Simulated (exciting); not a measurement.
# HgTe (Coloradoite) (F-43m) in exciting: equation of state

How stiff is HgTe (Coloradoite) in PBEsol, and what volume does it want? The cell is scaled to several volumes.

Everything below comes from runs of exciting (release sodium). Logs are shortened: lines on timing, memory, paths and dates and some standing lists are left out, and cuts for length are marked.

**What was measured.**

A printed reference work, monograph reports, for a bulk crystal of HgTe: bulk modulus 43 GPa.

How close the calculation comes is told below.

## (1) The structure

The structure is cubic, space group F-43m (No. 216). The conventional cell has a = 6.429 Å, b = 6.429 Å, c = 6.429 Å, α = 90.00°, β = 90.00°, γ = 90.00°. Around Hg (site symmetry -43m) lie 4 Te at 2.78 Å. Around Te (site symmetry -43m) lie 4 Hg at 2.78 Å.

## (2) Equation of state, PBEsol, 31.22 Å³/atom (volume scaled by 0.94)

input.xml reads:

```xml
<input>
  <title>HgTe</title>
  <structure speciespath="./" tshift="false">
    <crystal scale="1">
      <basevect>0.000000000000 5.950519942321 5.950519942321</basevect>
      <basevect>5.950519942321 0.000000000000 5.950519942321</basevect>
      <basevect>5.950519942321 5.950519942321 0.000000000000</basevect>
    </crystal>
    <species speciesfile="Hg.xml" rmt="2.3">
      <atom coord="0.000000000000 0.000000000000 0.000000000000"/>
    </species>
    <species speciesfile="Te.xml" rmt="2.3">
      <atom coord="0.750000000000 0.750000000000 0.750000000000"/>
    </species>
  </structure>
  <groundstate do="fromscratch" ngridk="7 7 7" rgkmax="9" gmaxvr="14" lmaxapw="10" lmaxmat="10" lmaxvr="8" xctype="GGA_PBE_SOL" stype="Fermi Dirac" swidth="0.00183747" nempty="10" ValenceRelativity="iora*" epsengy="1e-05" epspot="1e-05" maxscl="60" outputlevel="normal"/>
</input>
```

Potentials or basis: all-electron LAPW+lo, shipped species files, valence relativity iora*.

On the command line:

```console
$ OMP_NUM_THREADS=1 exciting_smp
```

INFO.OUT:

```text
================================================================================
EXCITING SODIUM started
[... 10 lines left out ...]

 Lattice vectors (cartesian) :
      0.0000000000      5.9505199423      5.9505199423
      5.9505199423      0.0000000000      5.9505199423
      5.9505199423      5.9505199423      0.0000000000

 Reciprocal lattice vectors (cartesian) :
     -0.5279526300      0.5279526300      0.5279526300
      0.5279526300     -0.5279526300      0.5279526300
      0.5279526300      0.5279526300     -0.5279526300

 Unit cell volume                           :     421.4002031995
 Brillouin zone volume                      :       0.5886333503

 Species :    1 (Hg)
     parameters loaded from                 :    Hg.xml
     name                                   :    mercury
     nuclear charge                         :     -80.00000000
     electronic charge                      :      80.00000000
     atomic mass                            :  365653.20120000
     muffin-tin radius                      :       2.30000000
     # of radial points in muffin-tin       :     450

     atomic positions (lattice) :
       1 :   0.00000000  0.00000000  0.00000000

 Species :    2 (Te)
     parameters loaded from                 :    Te.xml
     name                                   :    tellurium
     nuclear charge                         :     -52.00000000
     electronic charge                      :      52.00000000
     atomic mass                            :  232600.57070000
     muffin-tin radius                      :       2.30000000
     # of radial points in muffin-tin       :     400

     atomic positions (lattice) :
       1 :   0.75000000  0.75000000  0.75000000

 Total number of atoms per unit cell        :       2

 Spin treatment                             :    spin-unpolarised

 Number of Bravais lattice symmetries       :      48
 Number of crystal symmetries               :      24

 k-point grid                               :       7    7    7
 Total number of k-points                   :      30
 k-point set is reduced with crystal symmetries

 R^MT_min * |G+k|_max (rgkmax)              :       9.00000000
 Species with R^MT_min                      :       1 (Hg)
 Maximum |G+k| for APW functions            :       3.91304348
 Maximum |G| for potential and density      :      14.00000000

 G-vector grid sizes                        :      40    40    40
 Total number of G-vectors                  :   19579

 Maximum angular momentum used for
     APW functions                          :      10
     computing H and O matrix elements      :      10
     potential and density                  :       8
     inner part of muffin-tin               :       2

 Total nuclear charge                       :    -132.00000000
 Total electronic charge                    :     132.00000000
 Total core charge                          :      98.00000000
 Total valence charge                       :      34.00000000

 Number of empty states                     :      10
 Total number of valence states             :      28

 Maximum Hamiltonian size                   :     462
 Maximum number of plane-waves              :     436
 Total number of local-orbitals             :      26

 Exchange-correlation type                  :      22
     PBEsol, Phys. Rev. Lett. 100, 136406 (2008)
     Generalised gradient approximation (GGA)

 Smearing scheme                            :    Fermi-Dirac
 Smearing width                             :       0.00183747

 Using multisecant Broyden potential mixing
[... 6 lines left out ...]
* Groundstate module started                                                   *
********************************************************************************
 Output level for this task is set to normal

++++++++++++++++++++++++++++++++++++++++++++++++++++++++++++++++++++++++++++++++
[... 5 lines left out ...]
+ SCF iteration number :    1                                                  +
++++++++++++++++++++++++++++++++++++++++++++++++++++++++++++++++++++++++++++++++
 Total energy                               :    -26435.57536291
 _______________________________________________________________
 Fermi energy                               :         0.21139611
 Kinetic energy                             :     29875.80656309
 Coulomb energy                             :    -55769.99512923
 Exchange energy                            :      -532.69684996
 Correlation energy                         :        -8.68994681

 DOS at Fermi energy (states/Ha/cell)       :         2.19700211

 Electron charges :
     core                                   :        98.00000000
     core leakage                           :         0.00339574
     valence                                :        34.00000000
     interstitial                           :         5.34225354
     charge in muffin-tin spheres :
                  atom     1    Hg          :        77.50972148
                  atom     2    Te          :        49.14802497
     total charge in muffin-tins            :       126.65774646
     total charge                           :       132.00000000

++++++++++++++++++++++++++++++++++++++++++++++++++++++++++++++++++++++++++++++++
+ SCF iteration number :    2                                                  +
++++++++++++++++++++++++++++++++++++++++++++++++++++++++++++++++++++++++++++++++
 Total energy                               :    -26446.00596125
 _______________________________________________________________
 Fermi energy                               :         0.20823471
 Kinetic energy                             :     29868.96920643
 Coulomb energy                             :    -55773.42674219
 Exchange energy                            :      -532.85613156
 Correlation energy                         :        -8.69229394

 DOS at Fermi energy (states/Ha/cell)       :         2.19659295

 Electron charges :
     core                                   :        98.00000000
     core leakage                           :         0.00336216
     valence                                :        34.00000000
     interstitial                           :         5.28461467
     charge in muffin-tin spheres :
                  atom     1    Hg          :        77.62246062
                  atom     2    Te          :        49.09292472
     total charge in muffin-tins            :       126.71538533
     total charge                           :       132.00000000

 RMS change in effective potential (target) :  0.387099E-01  ( 0.100000E-04)
 Absolute change in total energy   (target) :   10.4306      ( 0.100000E-04)
 Charge distance                   (target) :  0.177455E-02  ( 0.100000E-04)

++++++++++++++++++++++++++++++++++++++++++++++++++++++++++++++++++++++++++++++++
+ SCF iteration number :    3                                                  +
++++++++++++++++++++++++++++++++++++++++++++++++++++++++++++++++++++++++++++++++
 Total energy                               :    -26449.13491908
 _______________________________________________________________
 Fermi energy                               :         0.20653358
 Kinetic energy                             :     29866.68849375
 Coulomb energy                             :    -55774.22971758
 Exchange energy                            :      -532.90067163
 Correlation energy                         :        -8.69302361

 DOS at Fermi energy (states/Ha/cell)       :         2.19605348

 Electron charges :
     core                                   :        98.00000000
     core leakage                           :         0.00334849
     valence                                :        34.00000000
     interstitial                           :         5.26660023
     charge in muffin-tin spheres :
                  atom     1    Hg          :        77.65968964
                  atom     2    Te          :        49.07371014
     total charge in muffin-tins            :       126.73339977
     total charge                           :       132.00000000
[... 268 lines left out ...]
 DOS at Fermi energy (states/Ha/cell)       :         2.19551513

 Electron charges :
     core                                   :        98.00000000
     core leakage                           :         0.00333416
     valence                                :        34.00000000
     interstitial                           :         5.25985178
     charge in muffin-tin spheres :
                  atom     1    Hg          :        77.67497624
                  atom     2    Te          :        49.06517198
     total charge in muffin-tins            :       126.74014822
     total charge                           :       132.00000000

 RMS change in effective potential (target) :  0.458113E-08  ( 0.100000E-04)
 Absolute change in total energy   (target) :  0.305816E-05  ( 0.100000E-04)
 Charge distance                   (target) :  0.917650E-09  ( 0.100000E-04)

++++++++++++++++++++++++++++++++++++++++++++++++++++++++++++++++++++++++++++++++
+ SCF iteration number :   14                                                  +
++++++++++++++++++++++++++++++++++++++++++++++++++++++++++++++++++++++++++++++++
 Total energy                               :    -26450.48706716
 _______________________________________________________________
 Fermi energy                               :         0.20202826
 Kinetic energy                             :     29865.25099290
 Coulomb energy                             :    -55774.13365702
 Exchange energy                            :      -532.91113628
 Correlation energy                         :        -8.69326676

 DOS at Fermi energy (states/Ha/cell)       :         2.19551485

 Electron charges :
     core                                   :        98.00000000
     core leakage                           :         0.00333416
     valence                                :        34.00000000
     interstitial                           :         5.25985179
     charge in muffin-tin spheres :
                  atom     1    Hg          :        77.67497623
                  atom     2    Te          :        49.06517198
     total charge in muffin-tins            :       126.74014821
     total charge                           :       132.00000000

 RMS change in effective potential (target) :  0.115063E-08  ( 0.100000E-04)
 Absolute change in total energy   (target) :  0.118071E-05  ( 0.100000E-04)
 Charge distance                   (target) :  0.204310E-09  ( 0.100000E-04)

++++++++++++++++++++++++++++++++++++++++++++++++++++++++++++++++++++++++++++++++
| Convergency criteria checked for the last 2 iterations                       +
| Convergence targets achieved. Performing final SCF iteration                 +
++++++++++++++++++++++++++++++++++++++++++++++++++++++++++++++++++++++++++++++++
 Total energy                               :    -26450.48706695
 _______________________________________________________________
 Fermi energy                               :         0.20202826
 Kinetic energy                             :     29865.25099307
 Coulomb energy                             :    -55774.13365699
 Exchange energy                            :      -532.91113628
 Correlation energy                         :        -8.69326676

 DOS at Fermi energy (states/Ha/cell)       :         2.19551484

 Electron charges :
     core                                   :        98.00000000
     core leakage                           :         0.00333416
     valence                                :        34.00000000
     interstitial                           :         5.25985179
     charge in muffin-tin spheres :
                  atom     1    Hg          :        77.67497623
                  atom     2    Te          :        49.06517198
     total charge in muffin-tins            :       126.74014821
     total charge                           :       132.00000000

++++++++++++++++++++++++++++++++++++++++++++++++++++++++++++++++++++++++++++++++
[... 9 lines left out ...]
| EXCITING SODIUM stopped                                                      =
================================================================================
```

It took 67 s on 1 thread of Intel Xeon 6975P-C (Granite Rapids), shared host; peak memory 0.16 GiB.

What came out:

```
Free energy                                       : -719754.4206 eV
Band gap on the k mesh                            : none (metal or under the smearing width)
All electrons inside the program's atomic spheres : Hg 77.67; Te 49.07 (radii Hg 2.3, Te 2.3 bohr)
```

## (3) Equation of state, PBEsol, 31.89 Å³/atom (volume scaled by 0.96)

input.xml: that of step 2 with these lines changed.

```diff
@@ -4,5 +4,5 @@
     <crystal scale="1">
-      <basevect>0.000000000000 5.950519942321 5.950519942321</basevect>
-      <basevect>5.950519942321 0.000000000000 5.950519942321</basevect>
-      <basevect>5.950519942321 5.950519942321 0.000000000000</basevect>
+      <basevect>0.000000000000 5.992426393020 5.992426393020</basevect>
+      <basevect>5.992426393020 0.000000000000 5.992426393020</basevect>
+      <basevect>5.992426393020 5.992426393020 0.000000000000</basevect>
     </crystal>
```

Potentials or basis: all-electron LAPW+lo, shipped species files, valence relativity iora*.

On the command line:

```console
$ OMP_NUM_THREADS=1 exciting_smp
```

It took 72 s on 1 thread of Intel Xeon 6975P-C (Granite Rapids), shared host; peak memory 0.16 GiB.

The run converged. Its results:

```yaml
Free_energy: -719754.4595 eV
Band_gap_on_the_k_mesh: none (metal or under the smearing width)
All_electrons_inside_the_program's_atomic_spheres: Hg 77.66; Te 49.05 (radii Hg 2.3, Te 2.3 bohr)
```

## (4) Equation of state, PBEsol, 32.55 Å³/atom (volume scaled by 0.98)

input.xml: that of step 3 with these lines changed.

```diff
@@ -4,5 +4,5 @@
     <crystal scale="1">
-      <basevect>0.000000000000 5.992426393020 5.992426393020</basevect>
-      <basevect>5.992426393020 0.000000000000 5.992426393020</basevect>
-      <basevect>5.992426393020 5.992426393020 0.000000000000</basevect>
+      <basevect>0.000000000000 6.033754777443 6.033754777443</basevect>
+      <basevect>6.033754777443 0.000000000000 6.033754777443</basevect>
+      <basevect>6.033754777443 6.033754777443 0.000000000000</basevect>
     </crystal>
```

On the command line:

```console
$ OMP_NUM_THREADS=1 exciting_smp
```

It took 70 s on 1 thread of Intel Xeon 6975P-C (Granite Rapids), shared host; peak memory 0.16 GiB.

It converged, with:

```yaml
Free_energy: -719754.4888 eV
Band_gap_on_the_k_mesh: none (metal or under the smearing width)
All_electrons_inside_the_program's_atomic_spheres: Hg 77.65; Te 49.04 (radii Hg 2.3, Te 2.3 bohr)
```

[end of part 1 of 2]
